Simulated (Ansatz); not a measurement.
The following input was run with Ansatz 0.2.0.

```yaml
crystal:
  lattice:
    - [3.2185412564, 0.0, 0.0]
    - [-1.6092706282, 2.7873384911, 0.0]
    - [0.0, 0.0, 5.22861192]
  atoms:
    - { symbol: Ga, position: [0.3333333333, 0.6666666667, 0.0] }
    - { symbol: Ga, position: [0.6666666667, 0.3333333333, 0.5] }
    - { symbol: "N", position: [0.3333333333, 0.6666666667, 0.375] }
    - { symbol: "N", position: [0.6666666667, 0.3333333333, 0.875] }
basis:
  ecutwfc: 500
kpoints:
  mp_grid: { grid: [12, 12, 6] }
hamiltonian:
  xc: r2scan
scf:
  occupations: { method: gaussian, width: 0.02 }
output:
  forces: true
  stress: true
  eigenvalues: true
```

It can be run as
```bash
ansatz run input.yaml --threads 1 --pin off --backend cpu --events-out ev --progress --plain --runs-dir out  # memory cap (--max-ram) not shown
```

All numbers below come from Ansatz 0.2.0, DFT r2SCAN, scalar-relativistic, plane waves, PAW.

Abridged output:

```
Pseudopotentials: kind: paw
Pseudopotential: Ga, paw, valence charge 13, recommended cutoff 500 eV (meta_gga)
Pseudopotential: N, paw, valence charge 5, recommended cutoff 500 eV (meta_gga)
Functional definition: r2SCAN
Crystal: 4 atoms, lattice volume = 46.907 Å³
Basis set: ecut = 500 eV, 1165 PW (Γ), exchange–correlation on 96×96×160 points (64 copies of the dense FFT grid, shifted against one another)
Bands: 22, of which v1, the nominal top of the filled ones, is band 18 counted from 1 (17 counted from 0)
Symmetry: 12 space group operations
Space group: P63mc (ITA 186), of the structure as read, at distance tolerance 3.6e-5 Å
k-points: 76 of 864 (time reversal used)
Initial density: superposition of atomic densities (neutral atoms: chi_scale 0, normalization atom), corrected by the library's trained network
Initial wavefunctions: pseudopotential atomic-orbital guess
Functional: x = r2scan, c = r2scan; τ floored in thin density (d = 2e-4 eV/Å³)
SCF iter   1: F=—  HF=-8352.689717 eV  |F-HF|=—  |Δ(HF+E_count)|=         —  Δρ=1.23e-2  dr2=2.64e-2  dr2_τ=1.73e-1  ethr=1.77e-3  ⟨swp⟩=5.6  Hψ=7038  notcnv=0
SCF iter   2: F=—  HF=-8352.747355 eV  |F-HF|=—  |Δ(HF+E_count)|=   5.76e-2  Δρ=5.73e-3  dr2=9.31e-3  dr2_τ=3.06e-4  ethr=7.33e-5  ⟨swp⟩=2.9  Hψ=4157  notcnv=0
SCF iter   3: F=—  HF=-8352.746869 eV  |F-HF|=—  |Δ(HF+E_count)|=   4.85e-4  Δρ=3.61e-3  dr2=2.59e-3  dr2_τ=8.79e-5  ethr=2.59e-5  ⟨swp⟩=3.0  Hψ=3205  notcnv=0
SCF iter   4: F=—  HF=-8352.746897 eV  |F-HF|=—  |Δ(HF+E_count)|=   2.72e-5  Δρ=2.84e-4  dr2=2.02e-5  dr2_τ=8.49e-6  ethr=7.20e-6  ⟨swp⟩=3.0  Hψ=3092  notcnv=0
SCF iter   5: F=—  HF=-8352.746925 eV  |F-HF|=—  |Δ(HF+E_count)|=   2.80e-5  Δρ=1.32e-4  dr2=4.16e-6  dr2_τ=4.75e-7  ethr=5.61e-8  ⟨swp⟩=2.0  Hψ=2932  notcnv=0
SCF iter   6: F=—  HF=-8352.746929 eV  |F-HF|=—  |Δ(HF+E_count)|=   4.73e-6  Δρ=4.00e-5  dr2=7.83e-7  dr2_τ=3.62e-8  ethr=1.16e-8  ⟨swp⟩=2.7  Hψ=3040  notcnv=0
SCF iter   7: F=—  HF=-8352.746929 eV  |F-HF|=—  |Δ(HF+E_count)|=   3.96e-8  Δρ=1.76e-5  dr2=1.43e-7  dr2_τ=9.38e-9  ethr=2.17e-9  ⟨swp⟩=2.1  Hψ=2999  notcnv=0
SCF iter   8: F=-8352.746929 eV  HF=-8352.746929 eV  |F-HF|=1.77e-8  |Δ(HF+E_count)|=   2.22e-8  Δρ=8.11e-6  dr2=3.06e-8  dr2_τ=5.43e-10  ethr=2.78e-10  ⟨swp⟩=4.0  Hψ=5146  notcnv=0
SCF 1 converged in 8 iterations: F = -8352.746929 eV  dr2 = 3.06e-8
SCF converged after 8 iterations
Free energy (F): -8352.746929 eV
Harris-Foulkes:  -8352.746929 eV  (|F-HF|=1.77e-8)
Internal energy: -8352.746929 eV  (E = F + TS)
E sigma→0 (E₀):  -8352.746929 eV
Fermi energy:    10.097232 eV
--- Per-component energies (eV) ---
  E_band       = -44.552252
  E_kinetic    = 491.754305
  E_local      = -3952.049239  (includes V_loc(G=0)·N_el)
  E_nonlocal   = 952.790145
  E_hartree    = 1819.314376
  E_xc         = -242.553344
  E_vxc        = -285.896273  (∫ρ·V_xc dr)
  E_paw        = -4274.936798  (= ΣΔE_a)
  E_vpaw       = -905.422628  (= ΣTr[D̂ρ^β])
  E_aug_tail   = -0.000044  (compensation charges beyond the density's cutoff)
  E_vtau       = 15.639641  (kinetic-family band-sum trace: ∫τ·v_τ [+ j·A + Jᵃ·Aᵃ] dr)
  E_ewald      = -3145.701061
  E_core_change = -1.365269  (= ΣΔE_core)
  E_smearing   =  0.000000  (= −TS)
--- Forces (eV/Å), atoms counted from 1 ---
  atom   1  Ga     0.00000000     0.00000000    -0.13109066
  atom   2  Ga     0.00000000     0.00000000    -0.13109066
  atom   3  N      0.00000000     0.00000000     0.13110270
  atom   4  N      0.00000000     0.00000000     0.13110270
--- Stress (GPa, compression-positive) ---
       -6.241582       0.000000       0.000000
        0.000000      -6.241582       0.000000
        0.000000       0.000000      -4.501505
  P = ⅓ Tr σ = -5.6616 GPa (-56.616 kbar)
--- Band table (eV; the first three rows and the last of 76) ---
  k-point 0: bands = ["-7.5244", "-6.6333", "-4.8500", "-4.8300", "-4.8300", "-4.7676", "-4.7676", "-4.5793", "-4.5793", "-4.4885", "-4.4885", "-3.3434", "2.0092", "7.9854", "7.9854", "8.9759", "9.0324", "9.0324", "11.1620", "13.6435", "18.8162", "19.4182"]
  k-point 1: bands = ["-7.4479", "-6.6673", "-4.8281", "-4.8281", "-4.8247", "-4.7739", "-4.7739", "-4.5711", "-4.5711", "-4.4926", "-4.4926", "-3.5886", "2.4838", "8.0522", "8.0522", "8.1672", "8.9589", "8.9589", "11.8498", "13.6963", "18.6137", "19.4500"]
  k-point 2: bands = ["-7.2442", "-6.7821", "-4.8211", "-4.8211", "-4.7897", "-4.7897", "-4.7258", "-4.5505", "-4.5505", "-4.5054", "-4.5054", "-4.0794", "3.6534", "6.7121", "8.2371", "8.2371", "8.7606", "8.7606", "12.8863", "13.7725", "18.1995", "18.6500"]
  k-point 75: bands = ["-6.4724", "-6.4724", "-4.7092", "-4.7092", "-4.6938", "-4.6938", "-4.5601", "-4.5601", "-4.5419", "-4.5419", "-2.9618", "-2.9618", "2.9170", "2.9170", "4.9042", "4.9042", "7.5486", "7.5486", "15.8842", "15.8842", "16.8035", "16.8035"]
```

Self-consistency was reached.